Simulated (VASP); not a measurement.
KI:

```xyz
2
Lattice="0.0000 3.5328 3.5328 3.5328 0.0000 3.5328 3.5328 3.5328 0.0000" Properties=species:S:1:pos:R:3 pbc="T T T"
K     0.0000    0.0000    0.0000
I     3.5328    3.5328    3.5328
```

Base run:

* Program: VASP 6.6.1
* Functional: PBEsol
* Potentials or basis: VASP PAW PBE potentials, release 64 (K_sv, I)
* Cutoff: 700 eV
* k mesh: 6 × 6 × 6
* Occupations: fermi-dirac, width 0.02 eV
* Spin: no spin polarisation

Its results: band gap on the k mesh 3.81 eV, direct; pressure -0.2 GPa.

Task: The run is repeated on the same cell with these changes: functional from PBEsol to r2SCAN; cutoff from 700 eV to 520 eV. What comes out?

Result: Band gap on the k mesh 4.61 eV, direct; pressure 0.1 GPa.

r2SCAN gives the wider gap, since meta-GGAs in the generalised Kohn-Sham scheme recover part of the derivative discontinuity.

Caveats: the PAW data sets were made with another functional, which shifts forces and pressure a little; spin-orbit coupling is left out, which moves the levels of the heavy elements.

A k mesh can miss the band edges.

Not every run made on this cell is shown here.
